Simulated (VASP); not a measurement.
Set up this calculation in VASP 6.6.1, as the native input.

- Task: relaxation of cell and atoms
- Functional: rev-vdW-DF2
- Potentials or basis: VASP PAW PBE potentials, release 64 (Ga_d, Se)
- Cutoff: 600 eV
- k mesh: 12 × 12 × 2
- Occupations: gaussian, width 0.03 eV
- Spin: no spin polarisation
- Further INCAR settings: ALGO = Normal; EDIFF = 1e-06; IBRION = 2; EDIFFG = -0.01; NSW = 90; ISIF = 3

The structure of GaSe lies in POSCAR:

```
GaSe
1.0
    3.7420000000      0.0000000000      0.0000000000
   -1.8710000000      3.2406670610      0.0000000000
    0.0000000000      0.0000000000     15.9190000000
Ga Se
4 4
Direct
    0.3333333333      0.6666666667      0.1770000000
    0.6666666667      0.3333333333      0.6770000000
    0.3333333333      0.6666666667      0.3230000000
    0.6666666667      0.3333333333      0.8230000000
    0.3333333333      0.6666666667      0.6000000000
    0.6666666667      0.3333333333      0.1000000000
    0.3333333333      0.6666666667      0.9000000000
    0.6666666667      0.3333333333      0.4000000000
```

These files were run (other wordings do the same):

INCAR

```
PREC = Accurate ; ENCUT = 600
EDIFF = 1E-6 ; ISMEAR = 0
SIGMA = 0.03 ; LREAL = False
LASPH = True ; NELM = 80
ALGO = Normal ; ISIF = 3
LWAVE = False ; LCHARG = False
GGA = MK ; LUSE_VDW = True
AGGAC = 0.0 ; PARAM1 = 0.1234
PARAM2 = 0.711357 ; ZAB_VDW = -1.8867
IBRION = 2 ; NSW = 90
EDIFFG = -0.01 ; KPAR = 2
```

KPOINTS

```
Automatic mesh
0
Gamma
  12 12 2
```

Potentials or basis: VASP PAW PBE potentials, release 64 (Ga_d, Se).

Run with:

```sh
$ cat potpaw_PBE.64/Ga_d/POTCAR potpaw_PBE.64/Se/POTCAR > POTCAR
$ mpirun -np 2 vasp_std > vasp.out
```

It gave:

```yaml
Relaxed_volume: 25.07 Å³/atom
Relaxed_cell: a = 3.788 Å, b = 3.788 Å, c = 16.138 Å, α = 90.00°, β = 90.00°, γ = 120.00°
Space_group_after_relaxing_to_0.05_Å: P6_3/mmc (No. 194)
Energy_gained_by_relaxing: 18.4 meV/atom
Ionic_steps: 10
Pressure_after_relaxing: 0.0 GPa
Band_gap_on_the_k_mesh: 0.72 eV, direct
```

Caveat: the PAW data sets were made with another functional, which shifts forces and pressure a little.

Wall time 36 min on 2 MPI ranks on Intel(R) Xeon(R) Platinum 8488C (Sapphire Rapids), on a shared host, peak memory 1.1 GiB a rank.
